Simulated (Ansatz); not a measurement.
# 2H-MoTe2 bilayer (2H stacking) in a perpendicular field, part 3 of 3

Wanted: the out-of-plane response of the 2H-MoTe2 bilayer (2H stacking). A positive field points along +c.

Ansatz 0.2.0; plane-wave DFT, PBEsol-D3(BJ), Ansatz PAW.

So far. Step 7 (Atoms held, field -0.2 V/Å): The dipole is -0.143 e·Å, and the gap 0.637 eV. Step 8 (Single point, field 0.35 V/Å): The dipole is 0.250 e·Å, and the gap 0.629 eV.

## 9. Response, atoms held

This step: plane-wave DFT, PBEsol-D3(BJ), Ansatz PAW; response to a field along the normal, atoms held (Ansatz 0.2.0).

The dipoles give the slope, and the difference of two potentials shows where the field is screened.

Numbers from this step:

| Property | Result |
| --- | --- |
| equivalent conductor thickness p/(ε₀AE) | 12.58 Å |
| distance between the outer atoms | 10.30 Å |

Dipole of the cell against applied field:

```tsv
applied field (V/Å)	dipole of the cell (e·Å)
-0.200	-0.143
-0.100	-0.0713
0.000	-8.4e-7
0.100	0.0713
0.200	0.143
0.350	0.250
```

Local field over the applied field, running mean. From the potentials at -0.1 and 0.1 V/Å; running mean over 2.5 Å. The local field over applied field by z:

```tsv
z (Å)	local field over applied field
4.5	0.997
5.0	0.991
5.5	0.974
6.0	0.934
6.5	0.849
7.0	0.708
7.5	0.539
8.0	0.366
8.5	0.209
9.0	0.0981
9.5	0.0503
10.0	0.0330
10.5	0.0272
11.0	0.0267
11.5	0.0281
12.0	0.0331
12.5	0.0510
13.0	0.0827
13.5	0.113
14.0	0.129
14.5	0.125
15.0	0.102
15.5	0.0687
16.0	0.0417
16.5	0.0300
17.0	0.0275
17.5	0.0264
18.0	0.0287
18.5	0.0385
19.0	0.0635
19.5	0.136
20.0	0.270
20.5	0.436
21.0	0.610
21.5	0.772
22.0	0.891
22.5	0.955
23.0	0.983
23.5	0.994
24.0	0.998
```

Electrons, planar mean, per unit field. Table of induced electron density by z:

```tsv
z (Å)	induced electron density (e/Å³ per V/Å)
5	4.3e-5
6	3.2e-4
7	0.00187
8	0.00288
9	6.8e-4
10	-4.4e-4
11	2.3e-4
12	-2.6e-5
13	-5.9e-4
14	-3.4e-4
15	5.8e-4
16	1.4e-4
17	-8.7e-5
18	3.8e-4
19	-3.2e-4
20	-0.00148
21	-0.00269
22	-5.7e-4
23	-8.0e-5
24	-9.7e-6
```

The smaller of the gaps on the path and on the k-mesh, counted as 0 under 0.03 eV. Gap against applied field:

```tsv
applied field (V/Å)	gap (eV)
-0.200	0.637
-0.100	0.640
0.000	0.641
0.100	0.640
0.200	0.637
0.350	0.629
```

By hand: between -0.1 and 0.1 V/Å the dipole changes by 0.1425 e·Å, a slope of 0.7126 e·Å²/V. A perfect conductor of thickness t has p = ε₀AEt, so t = 180.95 × 0.7126 / 10.247 = 12.58 Å (e/ε₀ = 180.95 V·Å, A in Å²).

The induced dipole is that of a conductor 12.58 Å thick.

## 10. The same run with other settings: scf.algorithm = "density_mixing"

This step: plane-wave DFT, PBEsol-D3(BJ), Ansatz PAW (Ansatz 0.2.0).

A run with a changed input: it repeats the earlier run at 0.1 V/Å with scf.algorithm to density_mixing.

The input, input.yaml:

```yaml
crystal:
  lattice:
    - [3.4397706796, 0.0, 0.0]
    - [-1.7198853398, 2.9789287917, 0.0]
    - [0.0, 0.0, 28.2953176773]
  atoms:
    - { symbol: Te, position: [0.3333333333, 0.6666666667, 0.3180738277] }
    - { symbol: Mo, position: [0.0, 0.0, 0.3821796477] }
    - { symbol: Te, position: [0.3333333333, 0.6666666667, 0.4464189242] }
    - { symbol: Te, position: [0.0, 0.0, 0.5535810758] }
    - { symbol: Mo, position: [0.3333333333, 0.6666666667, 0.6178203523] }
    - { symbol: Te, position: [0.0, 0.0, 0.6819261723] }
kpoints:
  mp_grid: { grid: [18, 18, 1] }
  band_path:
    path: [[0, 0, 0], [0.5, 0, 0], [0.33333333, 0.33333333, 0], [0, 0, 0]]
    npoints: 16
hamiltonian:
  xc: pbesol
  dispersion: d3bj
scf:
  occupations: { method: fermi_dirac, width: 0.05 }
  convergence: { dr2_threshold: 1.0e-10 }
  algorithm: density_mixing
efield:
  axis: 3
  dipole_correction: true
  ramp_position: 0.97
  ramp_width: 0.06
  amplitude: 0.1
output:
  write_potential: true
  write_density: true
  volumetric_format: npy
```

On the command line:

```bash
ansatz run input.yaml --threads 4 --pin off --max-ram 6144MiB --backend cpu --events-out ev --progress --plain --runs-dir out
```

Numbers of over 12 decimals in the logs are rounded to 6 here.

Log:

```text
[...]
Crystal: 6 atoms, lattice volume = 289.937 Å³
Basis set: ecut = 420 eV, 5639 PW (Γ)
Bands: 56, of which v1, the nominal top of the filled ones, is band 46 counted from 1 (45 counted from 0)
Symmetry: 6 space group operations
k-points: 37 of 324 (time reversal used)
[...]
SCF iter   1: F=—  HF=-37406.763401 eV  |F-HF|=—  |Δ(HF+E_count)|=         —  Δρ=3.50e-2  dr2=4.68e0  ethr=3.10e-3  p=0.074 e·Å  D=4.62e-2 V/Å  ΔV_dip=-1.31 eV  dr2_dipole=6.41e-4  V_vac-E_F(+/−)=5.81/4.51 eV  ⟨swp⟩=13.3  Hψ=10273  notcnv=0  defer=2
[...]
SCF iter  18: F=-37405.324816 eV  HF=-37405.324816 eV  |F-HF|=1.67e-10  |Δ(HF+E_count)|=  3.64e-11  Δρ=5.15e-8  dr2=6.42e-11  ethr=1.00e-12  p=0.071 e·Å  D=4.45e-2 V/Å  ΔV_dip=-1.26 eV  dr2_dipole=2.00e-12  V_vac-E_F(+/−)=4.91/3.57 eV  ⟨swp⟩=12.2  Hψ=6552  notcnv=0
SCF 1 converged in 18 iterations: F = -37405.324816 eV  dr2 = 6.42e-11
[...]
SCF converged after 18 iterations
Free energy (F): -37405.324816 eV
[...]
Internal energy: -37405.324734 eV  (E = F + TS)
E sigma→0 (E₀):  -37405.324775 eV
Entropy (-TS):   -0.000083 eV (-0.014 meV/atom)
Fermi energy:    4.548066 eV
Dipole field:    D = 0.044473 V/Å  (p = 0.071258 e·Å, saw-weighted, corrected)
Work function:   not extracted (applied field tilts the vacuum); planar V_es + V_field profile in the machine report
[...]
--- Band table (eV; the first three rows and the last of 37) ---
  k-point 0: bands = [... 42 lower, 3.1407, 3.1952, 3.1952, 4.2404, 7.2085, 7.2085, 7.3942, 7.3942, ... 6 higher]
  k-point 1: bands = [... 42 lower, 3.1328, 3.1691, 3.2278, 4.2281, 6.9890, 7.1713, 7.1816, 7.2940, ... 6 higher]
  k-point 2: bands = [... 42 lower, 3.0074, 3.1831, 3.2474, 4.1108, 6.6009, 6.6641, 6.7251, 6.8196, ... 6 higher]
  k-point 36: bands = [... 42 lower, 2.0983, 2.1370, 3.7733, 4.0073, 5.2435, 5.2862, 5.2974, 6.0284, ... 6 higher]
```

It took 35 s on 4 threads of Arm Neoverse V2, shared host; peak memory 1 GiB; 2.3 min of CPU time.

This step gave:

- dipole along the normal: 0.07126 e·Å
- gap along the path: 0.6402 eV
- smallest direct gap along the path: 1.236 eV
- gap, the smaller of path and mesh: 0.6402 eV

Electronic bands along the path, in eV, zero at the Fermi level of the run, which the smearing sets inside the gap:

```tsv
point	band 43	band 44	band 45	band 46	band 47	band 48	band 49	band 50
Γ	-1.41	-1.35	-1.35	-0.31	2.66	2.66	2.85	2.85
halfway	-1.58	-1.53	-1.45	-1.39	0.85	1.14	1.57	1.69
M	-1.51	-1.46	-0.88	-0.59	1.00	1.07	1.16	1.45
halfway	-2.52	-2.24	-0.94	-0.71	0.92	1.04	1.35	1.60
K	-2.45	-2.41	-0.77	-0.54	0.70	0.74	0.75	1.48
halfway	-1.53	-1.46	-1.22	-1.06	0.44	0.92	1.28	1.38
Γ	-1.41	-1.35	-1.35	-0.31	2.66	2.66	2.85	2.85
```

```tsv
quantity	this run	earlier run	difference
dipole along the normal (e·Å)	0.07126	0.07126	0
gap along the path (eV)	0.6402	0.6402	0
smallest direct gap along the path (eV)	1.236	1.236	0
```

Nothing in the table moves by 0.01 in its unit (for the dipole 0.5 % and 5e-5 e·Å).

## 11. A changed input

Another changed input: it repeats the earlier run at 0.1 V/Å with efield.dipole_correction from true to false.

input.yaml, as its differences from that of step 10:

```diff
@@ -23,6 +23,5 @@
   convergence: { dr2_threshold: 1.0e-10 }
-  algorithm: density_mixing
 efield:
   axis: 3
-  dipole_correction: true
+  dipole_correction: false
   ramp_position: 0.97
```

Log:

```text
[...]
Crystal: 6 atoms, lattice volume = 289.937 Å³
Basis set: ecut = 420 eV, 5639 PW (Γ)
Bands: 56, of which v1, the nominal top of the filled ones, is band 46 counted from 1 (45 counted from 0)
Symmetry: 6 space group operations
k-points: 37 of 324 (time reversal used)
[...]
SCF iter   1: F=—  HF=-37405.379790 eV  |F-HF|=—  |Δ(HF+E_count)|=         —  Δρ=4.94e-3  dr2=5.92e-1  ethr=1.77e-3  p=0.000 e·Å  V_vac-E_F(+/−)=5.62/3.03 eV  ⟨swp⟩=12.3  Hψ=9904  notcnv=0  defer=11
[...]
SCF iter  16: F=-37405.327670 eV  HF=-37405.327670 eV  |F-HF|=2.91e-11  |Δ(HF+E_count)|=  1.46e-11  Δρ=4.61e-8  dr2=2.59e-11  ethr=1.00e-12  p=0.128 e·Å  V_vac-E_F(+/−)=5.42/3.01 eV  ⟨swp⟩=1.2  Hψ=4230  notcnv=0
SCF 1 converged in 16 iterations: F = -37405.327670 eV  dr2 = 2.59e-11
[...]
SCF converged after 16 iterations
Free energy (F): -37405.327670 eV
[...]
Internal energy: -37405.327586 eV  (E = F + TS)
E sigma→0 (E₀):  -37405.327628 eV
Entropy (-TS):   -0.000084 eV (-0.014 meV/atom)
Fermi energy:    4.546286 eV
Dipole field:    D = 0.080107 V/Å  (p = 0.128356 e·Å, saw-weighted)
Work function:   not extracted (applied field tilts the vacuum); planar V_es + V_field profile in the machine report
[...]
--- Band table (eV; the first three rows and the last of 37) ---
  k-point 0: bands = [... 42 lower, 3.1246, 3.2093, 3.2093, 4.2398, 7.2037, 7.2037, 7.3930, 7.3930, ... 6 higher]
  k-point 1: bands = [... 42 lower, 3.1466, 3.1496, 3.2457, 4.2274, 6.9842, 7.1655, 7.1786, 7.2931, ... 6 higher]
  k-point 2: bands = [... 42 lower, 3.0068, 3.1594, 3.2692, 4.1101, 6.5903, 6.6483, 6.7431, 6.8227, ... 6 higher]
  k-point 36: bands = [... 42 lower, 2.0823, 2.1519, 3.7681, 4.0103, 5.2254, 5.2950, 5.3023, 6.0289, ... 6 higher]
```

It took 33 s on 4 threads; peak memory 1 GiB; 2.2 min of CPU time.

```tsv
quantity	this run	earlier run	difference
dipole along the normal (e·Å)	0.1284	0.07126	0.057
gap along the path (eV)	0.6379	0.6402	-0.0022
smallest direct gap along the path (eV)	1.215	1.236	-0.021
```

With the dipole correction off, the periodic images add a field of their own to the typed one.

What moves beyond 0.01 in its unit (for the dipole 0.5 % and 5e-5 e·Å): dipole along the normal (+0.0571 e·Å) and smallest direct gap along the path (-0.0212 eV).

These numbers are not those of the isolated slab.

## 12. Results

```
gap without field                          : 0.641 eV
ionisation energy, upper face              : 4.58 eV
electron affinity, upper face              : 3.94 eV
equivalent conductor thickness, atoms held : 12.6 Å
```

In words: The induced dipole equals that of a perfect conductor 12.58 Å thick, while the outer atoms lie 10.30 Å apart; an out-of-plane ε follows only once a thickness t is chosen, by 1 − 1/ε = 12.58 Å / t. The gap goes from 0.64 eV to 0.63 eV at 0.35 V/Å. Semilocal functionals give gaps that are too small, and excitons are not included. Spin-orbit coupling is left out, which matters for the bands of elements this heavy. With this functional, D3(BJ) tends to leave the relaxed cell short of measured lattice constants, by some per cent.

[Logs are printed without paths, hosts, clocks, repeated set-up lines and the standing remarks that a program may print on its own settings, such as how far it seeks lower states.]

[Hosts, paths, dates, database ids (printed as entryN), source tags and the programs' standing remarks are cut or masked in the printed files.]

[Maps of the electrostatic potential energy from Ansatz leave out the sawtooth potential of an applied field or a dipole correction, so their vacuum need not be flat; planar profiles and work functions include it.]
